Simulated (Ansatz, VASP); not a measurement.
CaSe in VASP and in Ansatz

The input INCAR:

```
  PREC = Accurate
  ENCUT = 520
  EDIFF = 1E-6
  ISMEAR = 0
  SIGMA = 0.02
  LREAL = False
  LASPH = True
  NELM = 80
  ALGO = Normal
  ISIF = 2
  LWAVE = False
  LCHARG = False
  GGA = PE
  NBANDS = 15
```

The input KPOINTS:

```
regular mesh
0
Gamma
  8 8 8
```

Contents of POSCAR:

```
CaSe
1.0
    0.0000000000      3.0755401381      3.0755401381
    3.0755401381      0.0000000000      3.0755401381
    3.0755401381      3.0755401381      0.0000000000
Ca Se
1 1
Direct
    0.0000000000      0.0000000000      0.0000000000
    0.5000000000      0.5000000000      0.5000000000
```

Input for Ansatz:

```yaml
crystal:
  lattice:
    - [0.0, 3.0755401381, 3.0755401381]
    - [3.0755401381, 0.0, 3.0755401381]
    - [3.0755401381, 3.0755401381, 0.0]
  atoms:
    - { symbol: Ca, position: [0.0, 0.0, 0.0] }
    - { symbol: Se, position: [0.5, 0.5, 0.5] }
basis:
  ecutwfc: 420
kpoints:
  mp_grid: { grid: [8, 8, 8] }
hamiltonian:
  xc: pbe
scf:
  occupations: { method: gaussian, width: 0.02 }
output:
  forces: true
  stress: true
  eigenvalues: true
```

Alike in both runs: task single point; functional PBE; k mesh 8 × 8 × 8; occupations gaussian, width 0.02 eV; no spin polarisation.

|  | VASP | Ansatz |
| --- | --- | --- |
| version | VASP 6.6.1 | Ansatz 0.2.0 |
| potentials or method | VASP PAW PBE potentials, release 64 (Ca_sv, Se) | scalar-relativistic, plane waves, PAW |
| plane-wave cutoff (eV) | 520 | 420 |
| valence electrons in the cell | 16 | 26 |

```csv
,VASP,Ansatz,Ansatz less VASP
gap on the k mesh at the Fermi level (eV),2.26,2.27,+0.006
least direct gap on the mesh (eV),2.75,2.76,+0.004
pressure (GPa),-3.7,-3.8,-0.11
```

With one functional, cell and mesh, what is left measures potentials, basis and numerics. The two sets of potentials don't hold the same shells in valence.

A k mesh can miss the band edges. A hybrid or GW would open this gap; PBE tends to underestimate it.
